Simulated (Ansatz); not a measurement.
## CdTe under changes of volume

One of the cells (32.922 Å³/atom); the others are scaled copies at fixed shape and fractional positions:

```
Te Cd
1.0
     0.00000    3.20500    3.20500
     3.20500    0.00000    3.20500
     3.20500    3.20500    0.00000
Te Cd
1 1
Cartesian
  4.8075 4.8075 4.8075
  0.0000 0.0000 0.0000
```

| Item | Value |
| --- | --- |
| Program | Ansatz 0.2.0 |
| Functional | PBE |
| Potentials or basis | Ansatz PAW |
| Cutoff | 420 eV (not typed: the program's choice for these potentials) |
| k mesh | 7 × 7 × 7 |
| Occupations | fermi-dirac, width 0.05 eV |
| Spin | no spin polarisation |

| volume (Å³/atom) | energy over the lowest point (meV/atom) | pressure (GPa) | gap on the mesh (eV) |
| --- | --- | --- | --- |
| 30.947 | 108.95 | 8.1 | 1.06 |
| 31.605 | 78.68 | 6.7 | 1.00 |
| 32.263 | 53.96 | 5.4 | 0.93 |
| 32.922 | ? | ? | ? |
| 33.580 | 18.92 | 3.2 | 0.81 |
| 34.239 | 7.67 | 2.3 | 0.75 |
| 34.897 | 0.00 | 1.5 | 0.70 |

Q: What does the run at 32.922 Å³/atom give?

A: Energy over the lowest point 34.21 meV/atom; pressure 4.2 GPa; gap on the mesh 0.87 eV.

Worked out: A Birch-Murnaghan fit of order 3 (a polynomial in V^(-2/3)) to the other rows has no minimum within the range. It gives 34.20 meV/atom at 32.922 Å³/atom, against the run's 34.21, and -dE/dV = 4.2 GPa, against 4.2. A straight line through the other rows of the gap, of slope -3.03 eV per unit of ln V (its deformation potential), gives 0.87 eV, against the run's 0.87.

Energies are extrapolated to zero smearing.

Caveats: odd divisions of the mesh miss points on the zone boundary, where band edges often lie, so the gap on the mesh can be too wide; spin-orbit coupling is left out, which moves the levels of the heavy elements.
